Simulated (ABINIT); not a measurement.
The system is WS2.

```xyz
3
Lattice="1.5790 0.9116 6.1633 -1.5790 0.9116 6.1633 0.0000 -1.8233 6.1633" Properties=species:S:1:pos:R:3 pbc="T T T"
W     0.0000    0.0000    0.0000
S     0.0000    0.0000   10.7427
S     0.0000    0.0000   13.8730
```

Measurements of this composition are mostly on another form, of space group No. 194.

Base run:

* Program: ABINIT 10.8.3 (patched build)
* Functional: LDA
* Potentials or basis: JTH PAW PBE v2.0
* Cutoff: 653 eV
* k mesh: 10 × 10 × 10
* Occupations: fermi-dirac, width 0.05 eV
* Spin: no spin polarisation

Its results: band gap on the k mesh 0.99 eV, indirect (least direct gap 2.22 eV); pressure -3.2 GPa; largest force 0.585 eV/Å.

**Question.** After a change of settings the same cell gave: band gap on the k mesh 1.07 eV, indirect (least direct gap 2.24 eV); pressure 4.6 GPa; largest force 0.611 eV/Å. Which change was it?
A. functional from LDA to SCAN
B. functional from LDA to AM05
C. functional from LDA to BLYP
D. functional from LDA to PBE

**Answer.** D.

PBE binds less tightly than LDA, so the same cell stands under more pressure.

Caveats: spin-orbit coupling is left out, which moves the levels of the heavy elements; the PAW data sets were made with another functional, which shifts forces and pressure a little (some runs).
